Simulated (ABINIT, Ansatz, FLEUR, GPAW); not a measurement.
## Zn: 4 runs at one level of theory

```
CELL_PARAMETERS angstrom
2.67000 0.00000 0.00000
-1.33500 2.31229 0.00000
0.00000 0.00000 4.96600
ATOMIC_POSITIONS crystal
Zn 0.66542 0.31974 0.74893
Zn 0.32257 0.68013 0.25107
```

Atoms were shifted at random by some hundredths of an Å from the given cell, which wasn't relaxed again for these runs.

Alike in all runs: task single point; functional PBEsol; k mesh 11 × 11 × 6; occupations fermi-dirac, width 0.05 eV; no spin polarisation; no spin-orbit coupling. Pressure is positive in compression and, in plane waves, holds the error of the finite cutoff.

```csv
program and potentials,plane-wave cutoff (eV),notes,pressure (GPa),energy over the undisturbed cell (meV/atom)
"Ansatz, all-electron LAPW, scalar-relativistic",-,-,-5.58,-
"GPAW, PAW data sets generated for this functional",600,12 valence electrons an atom on average,-5.76,0.97
"ABINIT, PseudoDojo NC SR PBEsol v0.4.1 standard",1143,20 valence electrons an atom on average,-5.74,-
"FLEUR, all-electron, FLAPW",-,-,-,0.97
```

Force on atom 1 (Zn), eV/Å:

```tsv
program and potentials	x	y	z
Ansatz, all-electron LAPW, scalar-relativistic	-0.026	0.031	0.020
GPAW, PAW data sets generated for this functional	-0.026	0.031	0.019
ABINIT, PseudoDojo NC SR PBEsol v0.4.1 standard	-0.026	0.031	0.019
FLEUR, all-electron, FLAPW	-0.026	0.031	0.020
```

The pressure spans -5.76 (GPAW, PAW data sets generated for this functional) to -5.58 GPa (Ansatz, all-electron LAPW, scalar-relativistic), with all-electron results at -5.58.

Differences between rows come from potentials, basis sets and numerical settings, since the functional is the same but for its coding. Runs on potential files found faulty are left out.

The forces on the displaced atom are restoring: they oppose its shift relative to the other sublattice. The component along c is comparable to the in-plane ones although the relative displacement along c is much smaller, so this motion is markedly stiffer. That fits the elongated hcp structure of zinc, in which sliding the basal planes past each other costs little, while moving them along c compresses one interlayer gap and stretches the next. The small energy rise is close to what these forces imply for a harmonic distortion.

The negative pressure means that the cell is larger than PBEsol favours, in keeping with this functional's tendency towards short metallic bonds. GPAW with 12 valence electrons and ABINIT with 20 give nearly the same pressure and forces, which suggests that treating 3s and 3p explicitly matters little near this volume. Because zinc is much more compressible along c than within the planes, the pressure alone doesn't show how a relaxation would divide the contraction between the axes.
